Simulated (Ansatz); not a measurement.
Crystal: CsPbCl3.

```
CELL_PARAMETERS angstrom
5.60500 0.00000 0.00000
0.00000 5.60500 0.00000
0.00000 0.00000 5.60500
ATOMIC_POSITIONS crystal
Pb 0.50000 0.50000 0.50000
Cs 0.00000 0.00000 0.00000
Cl 0.50000 0.00000 0.50000
Cl 0.00000 0.50000 0.50000
Cl 0.50000 0.50000 0.00000
```

- Program: Ansatz 0.2.0
- Task: relaxation of cell and atoms
- Functional: PBE
- Potentials or basis: Ansatz PAW
- Cutoff: 420 eV (not typed: the program's choice for these potentials)
- k mesh: 5 × 5 × 5
- Occupations: fermi-dirac, width 0.05 eV
- Spin: no spin polarisation

At the start: volume 35.22 Å³/atom.

Problem. How do energy, volume and symmetry change on relaxing?

Solution. It ends after 5 steps and the volume is 37.69 Å³/atom (+7.0 %); space group Pm-3m (No. 221, to 0.05 Å).

Step by step:
```tsv
step	energy change (eV)	largest force (eV/Å)	volume (Å³)
1	0.0000	0.0000	176.09
2	-0.0549	0.0000	183.97
3	-0.0623	0.0000	187.94
4	-0.0623	0.0000	188.44
5	-0.0628	0.0000	188.44
```

Final structure:
```
CELL_PARAMETERS angstrom
5.73310 0.00000 0.00000
0.00000 5.73310 0.00000
0.00000 0.00000 5.73310
ATOMIC_POSITIONS crystal
Pb 0.50000 0.50000 0.50000
Cs 0.00000 0.00000 0.00000
Cl 0.50000 0.00000 0.50000
Cl 0.00000 0.50000 0.50000
Cl 0.50000 0.50000 0.00000
```

Caveat: the plane-wave basis is chosen anew once the cell has moved, so the energies of steps on either side of that aren't comparable.
